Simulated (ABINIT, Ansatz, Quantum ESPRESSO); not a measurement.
## The electronic dielectric constant of ZnS, sorted by core time

```yaml
crystal:
  lattice:
    - [0.00000, 2.70200, 2.70200]
    - [2.70200, 0.00000, 2.70200]
    - [2.70200, 2.70200, 0.00000]
  atoms:
    - { symbol: Zn, position: [0.75000, 0.75000, 0.75000] }
    - { symbol: S, position: [0.00000, 0.00000, 0.00000] }
```

```tsv
rung	level	program and potentials	cutoff (eV)	k mesh	smearing	task	core time	chip	electronic dielectric constant	notes
LDA	LDA	Ansatz, Ansatz PAW	420	9 × 9 × 9	fixed	Born charges and dielectric tensor	42 s	Intel Xeon	6.23	potentials made for PBE, which Ansatz adapts in part; 9 valence electrons an atom on average
GGA	PBEsol	Ansatz, Ansatz PAW	420	9 × 9 × 9	fixed	Born charges and dielectric tensor	53 s	Arm Neoverse V2	6.11	potentials made for PBE, which Ansatz adapts in part; 9 valence electrons an atom on average
meta-GGA	r2SCAN	Ansatz, Ansatz PAW	500	9 × 9 × 9	fixed	Born charges and dielectric tensor	1.9 min	Intel Xeon	5.43	potentials made for PBE, which Ansatz adapts in part; 9 valence electrons an atom on average
GGA	PBE	Ansatz, Ansatz PAW	420	7 × 7 × 7	fixed	phonons	4.7 min	Intel Xeon	5.94	9 valence electrons an atom on average
LDA	LDA	Ansatz, Ansatz PAW	420	7 × 7 × 7	fixed	phonons	4.8 min	Intel Xeon Platinum 8259CL Skylake/Cascade Lake	6.23	potentials made for PBE, which Ansatz adapts in part; 9 valence electrons an atom on average
GGA	PBE	Quantum ESPRESSO, SG15 PBE 1.2	952	6 × 6 × 6, shifted	fixed	phonons	7.9 min	Intel Xeon Platinum 8375C Ice Lake	5.96	13 valence electrons an atom on average; cell relaxed first (20.19 Å³/atom)
GGA	PBE	ABINIT, PseudoDojo NC SR PBE v0.4.1 standard	1034	4 × 4 × 4, 4 shifts	fixed	phonon dispersion	70 min	Arm Neoverse V1	5.99	13 valence electrons an atom on average
```

Times are single runs on shared hosts and different chips, so they are rough; meshes, cutoffs and the tasks' sizes weigh on the time. All rows: no spin polarisation. Smearing widths are in eV. The cell comes from a database and isn't always the measured one. Meshes differ between rows, which moves values too. All levels ran on this one cell, unrelaxed unless noted. Meshes are those of the run's cell of 2 atoms unless a note names another. Ansatz refines the mesh for the field response beyond the one shown. Misses use the values as printed. Runs on faulty files, with rough fits or with known faults for this quantity aren't shown. No row holds spin-orbit coupling.

Measured: 5.14 (a printed reference work).

Task: Which of the timed runs is the cheapest that comes within 8 % of the measured electronic dielectric constant?

Result: r2SCAN (Ansatz, Ansatz PAW): 5.43  in 1.9 min. One crystal doesn't make the level reliable, since errors can cancel. The runs are for a static lattice, while measurements hold temperature and zero-point motion.
